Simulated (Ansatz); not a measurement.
Born–Oppenheimer molecular dynamics of C₂H₄O₂ (8 atoms, charge 0, multiplicity 1). It starts from a rough guess of a transition structure, not a stationary point.

All numbers below come from UKS CAM-B3LYP-D4/STO-3G in Ansatz 0.2.0.

- ensemble: NVE (velocity Verlet)
- time step: 0.5 fs
- steps asked: 150
- starting velocities drawn for: 100 K
- seed: 865

First frame:

```xyz
8
Properties=species:S:1:pos:R:3
H -0.480 -0.682 -1.830
O 0.315 0.287 -1.556
C -0.109 -0.179 -0.457
C 0.237 0.324 0.890
O -0.897 -1.139 -0.706
H 1.272 0.655 0.910
H -0.397 1.183 1.115
H 0.059 -0.448 1.633
```

**Question.** How far do the bonds stretch over the last three quarters of this one trajectory? (Pairs bonded in most of those frames.)

**Answer.** 
```json
{"bond": "H1–O5", "mean (Å)": "1.035", "spread (Å)": "0.047", "shortest": "0.95", "longest": "1.11"}
{"bond": "O2–C3", "mean (Å)": "1.254", "spread (Å)": "0.051", "shortest": "1.17", "longest": "1.35"}
{"bond": "C3–C4", "mean (Å)": "1.603", "spread (Å)": "0.103", "shortest": "1.38", "longest": "1.74"}
{"bond": "C3–O5", "mean (Å)": "1.448", "spread (Å)": "0.065", "shortest": "1.32", "longest": "1.56"}
{"bond": "C4–H6", "mean (Å)": "1.099", "spread (Å)": "0.019", "shortest": "1.07", "longest": "1.14"}
{"bond": "C4–H7", "mean (Å)": "1.099", "spread (Å)": "0.011", "shortest": "1.08", "longest": "1.12"}
{"bond": "C4–H8", "mean (Å)": "1.099", "spread (Å)": "0.026", "shortest": "1.05", "longest": "1.14"}
```

Mean temperature of the second half: 1026 K. The conserved energy stayed within 0.51 meV per atom of its start (net change -0.14 meV per atom), so the integration is sound. The system heated up, since it started high on the potential surface and ran downhill. A run of 0.075 ps of so small a system gives no equilibrium averages. The orbitals stay closed-shell, which can raise the energy where a bond breaks towards radicals; this wasn't checked here. Limits of this set-up: minimal basis.

Run time: 4.6 min on 1 thread of Arm Neoverse V1, on a shared host, peak memory 0.1 GiB.
